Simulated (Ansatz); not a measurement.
# LiH (R-3m) at 3 levels of theory

One geometry, relaxed with PBE; plane waves with PAW potentials in Ansatz, scalar-relativistic. No spin polarisation. Gaps are the least over mesh and band path; pressure is positive in compression.

```cif
data_structure
_symmetry_space_group_name_H-M 'P 1'
_symmetry_Int_Tables_number 1
_cell_length_a 9.6570
_cell_length_b 9.6570
_cell_length_c 9.6570
_cell_angle_alpha 16.711
_cell_angle_beta 16.711
_cell_angle_gamma 16.711
_cell_volume 64.94
loop_
_atom_site_label
_atom_site_type_symbol
_atom_site_fract_x
_atom_site_fract_y
_atom_site_fract_z
_atom_site_occupancy
Li1 Li 0.00000 0.00000 0.00000 1
Li2 Li 0.50000 0.50000 0.50000 1
Li3 Li 0.91425 0.91425 0.91425 1
Li4 Li 0.08575 0.08575 0.08575 1
H1 H 0.79284 0.79284 0.79284 1
H2 H 0.20716 0.20716 0.20716 1
H3 H 0.62383 0.62383 0.62383 1
H4 H 0.37617 0.37617 0.37617 1
```

| level | cutoff (eV) | k mesh | gap (eV) | pressure (GPa) |
| --- | --- | --- | --- | --- |
| PBE | 420 | 12×12×12 | 3.62 | 0.0 |
| r2SCAN | 500 | 12×12×12 | 4.24 | -0.1 |
| PBEsol | 420 | 12×12×12 | 3.41 | -0.7 |

The structure comes from a generated guess; another structure or a mixture of phases may lie lower.
